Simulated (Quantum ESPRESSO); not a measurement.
## A worked fit of the energy against the mesh, with one run withheld: ZnTe (R3m, 2 atoms in the cell)

```xyz
2
Lattice="0.0000 3.0408 3.0408 3.0408 0.0000 3.0408 3.0408 3.0408 0.0000" Properties=species:S:1:pos:R:3 pbc="T T T"
Zn     0.0289     0.0289     0.0289
Te     1.5204     1.5204     1.5204
```

Computed with PBE, GBRV 1.5 ultrasoft (PBE) pseudopotentials (plane waves; Quantum ESPRESSO 7.5).

Base settings: ecutwfc = 50 Ry; ecutrho = 250 Ry; occupations = smearing; smearing = fd; degauss = 0.0036749 Ry; potentials = {Zn: zn_pbe_v1.uspp.F.UPF, Te: te_pbe_v1.uspp.F.UPF}; K_POINTS = automatic 5 5 5 0 0 0; conv_thr = 1e-10 Ry.

The last step of the ladder, which sets the zero, is K_POINTS = automatic 20 20 20 0 0 0.

The starting cell has typed, rounded lattice constants, without a prior relaxation at this level. Its lattice was rescaled by up to half a per cent. One atom was moved a little off its site on purpose.

The meshes are centred on Γ.

In a gapped crystal the sum over the mesh converges exponentially with the size of the supercell that the mesh stands for: ln(ΔF) = a + b·N.

| K_POINTS | divisions along the first axis | F less the last step's (meV/atom) | ln of it |
|---|---|---|---|
| automatic 3 3 3 0 0 0 | 3 | 172.45 | 5.150 |
| automatic 4 4 4 0 0 0 | 4 | 45.42 | 3.816 |
| automatic 5 5 5 0 0 0 | 5 | 13.81 | 2.625 |
| automatic 6 6 6 0 0 0 | 6 | ? | ? |
| automatic 7 7 7 0 0 0 | 7 | 1.71 | 0.536 |

Fit the line to the 4 rows given and predict the withheld one.

Means: x̄ = 4.7500, ȳ = 3.0318. Σ(x − x̄)(y − ȳ) = -10.01 and Σ(x − x̄)² = 8.750, so b = -1.144 and a = ȳ − b·x̄ = 8.4658; each further division cuts the miss by a factor of 3.1. The largest residual of the fitted rows is 0.12. At x = 6 the line gives 1.602, that is 4.96 meV/atom. The run gave 4.65 meV/atom, a miss of 0.31 meV/atom (7 %). The table is a window of a longer ladder. The rows were chosen because the form fits them, the withheld one included, so this shows the method and is no test of the form.

Left out of this page: 8 runs of the series outside the window shown, repeating another row's setting, or not comparable.
